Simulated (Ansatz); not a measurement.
# GaN (P6_3mc) in Ansatz: settings compared

One crystal, GaN, is run at these levels: PBEsol, LDA; tasks: Born charges and dielectric tensor, phonons.

Everything below comes from runs of Ansatz 0.2.0. Logs are shortened: lines on timing, memory, paths and dates and some standing lists are left out, and cuts for length are marked.

**The experiment to reproduce.**

From “Studying electronic properties in GaN without electrical contacts using γ-γ vs e−-γ Perturbed Angular Correlations”, 2019, pmc:6823545, for a bulk crystal of GaN: band gap 3.503 ± 0.005 eV (direct).

How close the calculation comes is told below.

### Step 1. Starting point

It takes space group P6_3mc (No. 186, hexagonal). The conventional cell has a = 3.180 Å, b = 3.180 Å, c = 5.166 Å, α = 90.00°, β = 90.00°, γ = 120.00°. Ga (site symmetry 3m) has 4 N at 1.94 to 1.95 Å as nearest neighbours. N (site symmetry 3m) is surrounded by 4 Ga at 1.94 to 1.95 Å.

### Step 2. Born charges and dielectric tensor, PBEsol

input.yaml

```yaml
crystal:
  lattice:
    - [3.18, 0.0, 0.0]
    - [-1.59, 2.753960784, 0.0]
    - [0.0, 0.0, 5.166]
  atoms:
    - { symbol: Ga, position: [0.6666666667, 0.3333333333, 0.5] }
    - { symbol: Ga, position: [0.3333333333, 0.6666666667, 0.0] }
    - { symbol: "N", position: [0.6666666667, 0.3333333333, 0.875] }
    - { symbol: "N", position: [0.3333333333, 0.6666666667, 0.375] }
hamiltonian:
  xc: pbesol
  pseudopotentials: { kind: paw }
kpoints:
  mp_grid: { grid: [10, 10, 5] }
scf:
  occupations: { method: fixed }
output:
  eigenvalues: true
dielectric:
  method: response
```

Potentials or basis: Ansatz PAW.

The run is started by

```console
> ansatz run input.yaml --threads 2 --pin off --max-ram 5632MiB --backend cpu --events-out ev --progress --plain --runs-dir out
```

What it wrote:

```text
Warning: RAYON_NUM_THREADS=2 ignored (pool sized by the plan → 2); use --threads N
Engine: ansatz 0.2.0, x86_64-unknown-linux-gnu
Pseudopotentials: kind: paw
Pseudopotential: Ga, paw, valence charge 13, recommended cutoff 420 eV (normal), Ga.paw.azcp
Pseudopotential: N, paw, valence charge 5, recommended cutoff 420 eV (normal), N.paw.azcp
Functional definition: PBEsol
  exchange = pbesol_x
  correlation = pbesol_c
Crystal: 4 atoms, lattice volume = 45.242 Å³
Basis set: ecut = 420 eV, 881 PW (Γ), exchange–correlation on 48×48×72 points (8 copies of the dense FFT grid, shifted against one another)
Bands: 22, of which v1, the nominal top of the filled ones, is band 18 counted from 1 (17 counted from 0)
Symmetry: 12 space group operations
k-points: 141 of 500 (irreducible under 2 space group operations, time reversal used)
Non-local potential: Ga, projectors of the file, l = 0: 2, l = 1: 2, l = 2: 3, l = 3: 1
Non-local potential: N, projectors of the file, l = 0: 2, l = 1: 2, l = 2: 1
PAW form: soft (Blöchl's): semilocal exchange-correlation on the pseudo side does not see the compensation charge
PAW frozen core: Ga, regenerated for the run's functional, and the local potential with it (the file was generated under x = pbe(κ = 0.804, μ = 0.2195149727645171), c = pbe(β = 0.06672455060314922))
PAW frozen core: N, regenerated for the run's functional, and the local potential with it (the file was generated under x = pbe(κ = 0.804, μ = 0.2195149727645171), c = pbe(β = 0.06672455060314922))
PAW one-centre angular grid: Ga, 590 points (default); XC on 64 Gauss nodes
PAW one-centre angular grid: N, 110 points (default); XC on 64 Gauss nodes
Initial density: superposition of atomic densities (neutral atoms: chi_scale 0, normalization atom), corrected by the library's trained network
Initial wavefunctions: pseudopotential atomic-orbital guess
Functional: x = pbesol(κ = 0.804, μ = 0.12345679012345678), c = pbesol(β = 0.046)
SCF iter   1: F=—  HF=-8245.711749 eV  |F-HF|=—  |Δ(HF+E_count)|=         —  Δρ=1.27e-2  dr2=7.05e-2  ethr=1.77e-3  ⟨swp⟩=4.3  Hψ=10986  notcnv=0  defer=149
preconditioner: auto → Resta (q_TF=auto, 2.626 Å⁻¹)  ε∞=5.0  [insulator: Δε(μ)=1.813 eV  Ē_g=16.535 eV  n_scr=22 (ndim 8)  ℏωp=33.1 eV  f_vac=0.008  ε∞_Penn≈5.0]
SCF iter   2: F=—  HF=-8245.691828 eV  |F-HF|=—  |Δ(HF+E_count)|=   1.99e-2  Δρ=1.91e-3  dr2=1.68e-3  ethr=1.96e-4  ⟨swp⟩=2.1  Hψ=4996  notcnv=0  defer=282
SCF iter   3: F=—  HF=-8245.691625 eV  |F-HF|=—  |Δ(HF+E_count)|=   2.04e-4  Δρ=8.90e-4  dr2=2.65e-4  ethr=4.66e-6  ⟨swp⟩=2.0  Hψ=4145  notcnv=0  defer=282
SCF iter   4: F=—  HF=-8245.691644 eV  |F-HF|=—  |Δ(HF+E_count)|=   1.96e-5  Δρ=1.49e-4  dr2=1.15e-5  ethr=7.36e-7  ⟨swp⟩=2.0  Hψ=5640  notcnv=0  defer=54
SCF iter   5: F=—  HF=-8245.691643 eV  |F-HF|=—  |Δ(HF+E_count)|=   1.90e-6  Δρ=1.05e-4  dr2=3.10e-6  ethr=3.18e-8  ⟨swp⟩=2.0  Hψ=5624  notcnv=0  defer=1
SCF iter   6: F=—  HF=-8245.691641 eV  |F-HF|=—  |Δ(HF+E_count)|=   2.04e-6  Δρ=2.19e-5  dr2=1.52e-7  ethr=8.61e-9  ⟨swp⟩=2.3  Hψ=5291  notcnv=0  defer=1
SCF iter   7: F=—  HF=-8245.691641 eV  |F-HF|=—  |Δ(HF+E_count)|=   9.97e-8  Δρ=3.10e-6  dr2=4.47e-9  ethr=4.21e-10  ⟨swp⟩=2.6  Hψ=5808  notcnv=0  defer=1
SCF iter   8: F=—  HF=-8245.691641 eV  |F-HF|=—  |Δ(HF+E_count)|=   5.72e-9  Δρ=5.20e-7  dr2=1.37e-10  ethr=1.24e-11  ⟨swp⟩=2.0  Hψ=4746  notcnv=0  defer=1
SCF iter   9: F=-8245.691641 eV  HF=-8245.691641 eV  |F-HF|=3.64e-12  |Δ(HF+E_count)|=  1.02e-10  Δρ=7.29e-8  dr2=2.18e-12  ethr=1.00e-12  ⟨swp⟩=4.0  Hψ=10302  notcnv=0
SCF 1 converged in 9 iterations: F = -8245.691641 eV  dr2 = 2.18e-12
NSCF: frozen V_eff on 5 k-points
DFPT response loops at Γ: preconditioner auto → Resta (q_TF=auto, 2.626 Å⁻¹)  ε∞=5.6 (no band partly filled); β = 1.00, the filter's whole step (`scf.mixing.beta` (0.50) is not read by the response loops at its default; to damp them type it under 1.00, their step now; it binds the ground state too); Broyden in place of MSR1
── the response to a field inside a basis, on 10×10×6 k-points: an SCF that follows is theirs, and a resumed run solves both again ──
Bands: 19, of which v1, the nominal top of the filled ones, is band 18 counted from 1 (17 counted from 0)
k-points: 90 of 600 (irreducible under 4 space group operations, time reversal used)
Initial density: handed on by an earlier stage of this run
Initial wavefunctions: pseudopotential atomic-orbital guess (no wavefunctions were taken with the density)
Eigensolver: Dense (90 Hₖ)
SCF iter   1: F=—  HF=-8245.689909 eV  |F-HF|=—  |Δ(HF+E_count)|=         —  Δρ=4.80e-4  dr2=2.42e-5  ethr=1.00e-1
preconditioner: auto → Resta (q_TF=auto, 2.626 Å⁻¹)  ε∞=6.0  [insulator: Δε(μ)=2.376 eV  Ē_g=14.821 eV  n_scr=22 (ndim 8)  ℏωp=33.1 eV  f_vac=0.007  ε∞_Penn≈6.0]
SCF iter   2: F=—  HF=-8245.689917 eV  |F-HF|=—  |Δ(HF+E_count)|=   7.26e-6  Δρ=3.16e-4  dr2=1.59e-5  ethr=6.74e-8
SCF iter   3: F=—  HF=-8245.689919 eV  |F-HF|=—  |Δ(HF+E_count)|=   2.28e-6  Δρ=5.65e-5  dr2=4.26e-7  ethr=4.42e-8
SCF iter   4: F=-8245.689917 eV  HF=-8245.689917 eV  |F-HF|=6.66e-8  |Δ(HF+E_count)|=   1.86e-6  Δρ=1.14e-5  dr2=3.40e-8  ethr=1.18e-9
SCF 1 converged in 4 iterations: F = -8245.689917 eV  dr2 = 3.40e-8
DFPT response loops at Γ: preconditioner auto → Resta (q_TF=auto, 2.626 Å⁻¹)  ε∞=5.0 (no band partly filled); β = 1.00, the filter's whole step (`scf.mixing.beta` (0.50) is not read by the response loops at its default; to damp them type it under 1.00, their step now; it binds the ground state too); Broyden in place of MSR1
SCF converged after 9 iterations
Free energy (F): -8245.691641 eV
Harris-Foulkes:  -8245.691641 eV  (|F-HF|=3.64e-12)
Internal energy: -8245.691641 eV  (E = F + TS)
E sigma→0 (E₀):  -8245.691641 eV
Fermi energy:    9.711411 eV
--- Per-component energies (eV) ---
  E_band       = -10.505704
  E_kinetic    = 493.999123
  E_local      = -3888.966895  (includes V_loc(G=0)·N_el)
  E_nonlocal   = 951.100535
  E_hartree    = 1787.843123
  E_xc         = -255.587307
  E_vxc        = -267.998562  (∫ρ·V_xc dr)
  E_paw        = -4152.035687  (= ΣΔE_a)
  E_vpaw       = -874.326186  (= ΣTr[D̂ρ^β])
  E_aug_tail   = 0.000042  (compensation charges beyond the density's cutoff)
  E_ewald      = -3183.826728
  E_core_change = 1.782153  (= ΣΔE_core)
  E_smearing   = -0.000000  (= −TS)
  E_closure    = 0.000000  (closes the sum)
  Σ components = -8245.691641   (vs F -8245.691641, Δ=0.00e0)
--- Band table (eV; the first three rows and the last of 141) ---
  k-point 0: bands = ["-6.3509", "-5.3938", "-3.7877", "-3.7658", "-3.7658", "-3.7015", "-3.7015", "-3.5081", "-3.5081", "-3.4050", "-3.4050", "-2.1265", "2.4924", "8.6378", "8.6378", "9.6501", "9.7114", "9.7114", "11.6190", "13.9297", "18.8588", "19.5291"]
  k-point 1: bands = ["-6.2313", "-5.4413", "-3.7636", "-3.7636", "-3.7555", "-3.7113", "-3.7113", "-3.4946", "-3.4946", "-3.4115", "-3.4115", "-2.5338", "3.2293", "8.5691", "8.7357", "8.7357", "9.6043", "9.6043", "12.5040", "14.0058", "18.5921", "19.5657"]
  k-point 2: bands = ["-5.9307", "-5.6176", "-3.7535", "-3.7535", "-3.7333", "-3.7333", "-3.6043", "-3.4634", "-3.4634", "-3.4318", "-3.4318", "-3.1971", "4.8650", "6.7605", "8.9959", "8.9959", "9.3279", "9.3279", "13.6071", "14.0690", "18.1534", "18.3981"]
  k-point 140: bands = ["-5.3650", "-5.2324", "-3.7263", "-3.6596", "-3.5993", "-3.5569", "-3.5264", "-3.4981", "-3.4368", "-3.4295", "-2.3857", "-1.5693", "3.5278", "4.3397", "5.6648", "6.2991", "7.4177", "8.0709", "15.2643", "16.1463", "17.0192", "17.8390"]
--- Dielectric response (ions clamped): 3 representative field directions + reference, inside a basis on a mesh of 600 k-points (Σ response iterations 18) ---
  ε∞ (high-frequency dielectric tensor):
        5.824127    -0.000000     0.000000
       -0.000000     5.824127    -0.000000
        0.000000    -0.000000     5.960729
  Born effective charges Z* (e; rows j = field, columns β = displacement):
    site 0:
         2.60920   -0.00000    0.00000
        -0.00000    2.60920   -0.00000
         0.00000   -0.00000    2.74125
    site 1:
         2.60920   -0.00000    0.00000
        -0.00000    2.60920   -0.00000
         0.00000   -0.00000    2.74125
    site 2:
        -2.60920    0.00000   -0.00000
        -0.00000   -2.60920    0.00000
        -0.00000   -0.00000   -2.74125
    site 3:
        -2.60920    0.00000   -0.00000
         0.00000   -2.60920    0.00000
        -0.00000    0.00000   -2.74125
  Z* charge neutrality: 3.621e-3 e pre-enforcement
  solved inside a basis spanned on kpoints, on 10×10×6 k-points, its susceptibility summed on 18×18×10: ε∞ is read to err by 1.9e-2, Z* by 2.5e-2 e (field_mesh: kpoints solves on kpoints); Z* is corrected for what the basis lacks
```

Wall time 2.3 min (2 threads of Intel Xeon at 2.50GHz (Skylake/Cascade Lake), shared host); peak memory 0.91 GiB.

What came out:

| Property | Result |
| --- | --- |
| Free energy | -8245.6916 eV |
| Band gap on the k mesh | 1.91 eV, direct |
| Electronic dielectric tensor (diagonal) | 5.82, 5.82, 5.96 |
| Born charges (mean of the diagonal) | Ga +2.65; N -2.65 e |

Electronic dielectric tensor:
```
5.82 0.00 0.00
0.00 5.82 0.00
0.00 0.00 5.96
```

Born effective charge tensors (e):
atom 1, Ga
```
2.61 0.00 0.00
0.00 2.61 0.00
0.00 0.00 2.74
```
atom 2, Ga
```
2.61 0.00 0.00
0.00 2.61 0.00
0.00 0.00 2.74
```
atom 3, N
```
-2.61  0.00  0.00
 0.00 -2.61  0.00
 0.00  0.00 -2.74
```
atom 4, N
```
-2.61  0.00  0.00
 0.00 -2.61  0.00
 0.00  0.00 -2.74
```

Caveat: odd divisions of the mesh miss points on the zone boundary, where band edges often lie, so the gap on the mesh can be too wide.

### Step 3. Phonons, LDA

Edit input.yaml of step 2 so:

```diff
@@ -11,11 +11,11 @@
 hamiltonian:
-  xc: pbesol
+  xc: lda
   pseudopotentials: { kind: paw }
 kpoints:
-  mp_grid: { grid: [10, 10, 5] }
+  mp_grid: { grid: [7, 7, 4] }
 scf:
   occupations: { method: fixed }
-output:
-  eigenvalues: true
-dielectric:
-  method: response
+phonons:
+  method: dfpt
+  dielectric: true
+  rigid_motions: translations
```

Potentials or basis: Ansatz PAW.

The run is started by

```console
> ansatz run input.yaml --threads 2 --pin off --max-ram 5632MiB --backend cpu --events-out ev --progress --plain --runs-dir out
```

What it wrote:

```text
Warning: RAYON_NUM_THREADS=2 ignored (pool sized by the plan → 2); use --threads N
[... 4 set-up lines as earlier in the session ...]
Functional definition: SPW92
  exchange = slater_x
  correlation = pw_c
Crystal: 4 atoms, lattice volume = 45.242 Å³
Basis set: ecut = 420 eV, 881 PW (Γ), exchange–correlation on 48×48×72 points (8 copies of the dense FFT grid, shifted against one another)
Bands: 22, of which v1, the nominal top of the filled ones, is band 18 counted from 1 (17 counted from 0)
[... 1 set-up line as earlier in the session ...]
k-points: 60 of 196 (irreducible under 2 space group operations, time reversal used)
[... 8 set-up lines as earlier in the session ...]
[... 103 lines left out ...]
  optical modes at Γ + LO–TO along q̂ = [1.0000, 0.0000, 0.0000]:
      ω (cm⁻¹)  modes    IR ((D/Å)²/amu)
        139.52      2             0.0000
        332.08      1             0.0000
        534.00      1            26.7426
        534.95      1            29.4629
        542.21      2             0.0000
        688.81      1             0.0000
        710.00      1            26.7426
  optical modes at Γ + LO–TO along q̂ = [0.0000, 1.0000, 0.0000]:
      ω (cm⁻¹)  modes    IR ((D/Å)²/amu)
        139.52      2             0.0000
        332.08      1             0.0000
        534.00      1            26.7426
        534.95      1            29.4629
        542.21      2             0.0000
        688.81      1             0.0000
        710.00      1            26.7426
  optical modes at Γ + LO–TO along q̂ = [0.0000, 0.0000, 1.0000]:
      ω (cm⁻¹)  modes    IR ((D/Å)²/amu)
        139.52      2             0.0000
        332.08      1             0.0000
        534.00      2            53.4852
        542.21      2             0.0000
        688.81      1             0.0000
        722.62      1            29.4629
```

optical_modes.tsv:

```text
# format = ansatz-optical-modes/1
# cell_volume_ang3 = 4.524173728425793e1
[... 9 lines left out ...]
0e0	0e0	0e0	5.42206384806207e2	2	4.158762908899634e-27	2.3758240041468028e-29	-1.5745948064336684e-29	2.5837606604402733e-29	3.6977799991816807e-29	-6.638496244130989e-29	1.1952503991795065e-28
0e0	0e0	0e0	6.888058255562379e2	1	8.121928564435517e-31	1.3944365864944256e-36	-2.2155893517508933e-34	0e0	3.5203007602752444e-32	0e0	0e0
[... 18 lines left out ...]
0e0	0e0	1e0	6.888058255562378e2	1	4.219629238812695e-30	6.419364852692762e-36	-1.443331266259755e-34	1.0738827825386988e-33	3.245188880780215e-33	-2.4145201774688912e-32	1.7964771548221153e-31
0e0	0e0	1e0	7.226179960711004e2	1	2.9462856645957824e1	5.976355371041922e-31	-2.75995958445777e-32	8.736239603453924e-16	1.274585668842562e-33	-4.034510454733645e-17	1.2770639908525179e0
```

Run time: 2.1 min. Hardware: 2 threads of Intel Xeon at 2.50GHz (Skylake/Cascade Lake), shared host; peak memory 0.81 GiB.

What came out:

| Property | Result |
| --- | --- |
| Free energy | -8164.1716 eV |
| Band gap on the k mesh | 1.97 eV, direct |
| Electronic dielectric tensor (diagonal) | 5.76, 5.76, 5.89 |
| Born charges (mean of the diagonal) | Ga +2.64; N -2.64 e |
| Highest phonon frequency at Γ, LO-TO splitting left out | 689 cm⁻¹ |
| Static dielectric tensor (diagonal) | 10.18, 10.18, 10.74 |

Phonon frequencies in cm⁻¹ (negative: imaginary):
| q point | frequencies |
| --- | --- |
| (0.000, 0.000, 0.000) | 0 0 0 140 140 332 534 534 535 542 542 689 |

Electronic dielectric tensor:
```
5.76 0.00 0.00
0.00 5.76 0.00
0.00 0.00 5.89
```

Born effective charge tensors (e):
atom 1, Ga
```
2.60 0.00 0.00
0.00 2.60 0.00
0.00 0.00 2.73
```
atom 2, Ga
```
2.60 0.00 0.00
0.00 2.60 0.00
0.00 0.00 2.73
```
atom 3, N
```
-2.60  0.00  0.00
 0.00 -2.60  0.00
 0.00  0.00 -2.73
```
atom 4, N
```
-2.60  0.00  0.00
 0.00 -2.60  0.00
 0.00  0.00 -2.73
```

Static dielectric tensor, electrons and zone-centre modes:
```
10.18  0.00  0.00
 0.00 10.18  0.00
 0.00  0.00 10.74
```

Caveat: odd divisions of the mesh miss points on the zone boundary, where band edges often lie, so the gap on the mesh can be too wide.

### Step 4. How close it comes

Step 2. Measured gap of GaN: 3.503 eV (direct; quoted in “Studying electronic properties in GaN without electrical contacts using γ-γ vs e−-γ Perturbed Angular Correlations”, 2019, pmc:6823545). This calculation gives 1.91 eV (-1.60 eV). Spin-orbit coupling on Ga is left out. The value is that of PBEsol, without temperature or zero-point motion. Semilocal functionals fall short of measured gaps as a rule.

Step 3. Measured gap of GaN: 3.503 eV (direct; quoted in “Studying electronic properties in GaN without electrical contacts using γ-γ vs e−-γ Perturbed Angular Correlations”, 2019, pmc:6823545). This calculation gives 1.97 eV (-1.53 eV). Spin-orbit coupling on Ga is left out. The value is that of LDA, without temperature or zero-point motion. Semilocal functionals fall short of measured gaps as a rule.
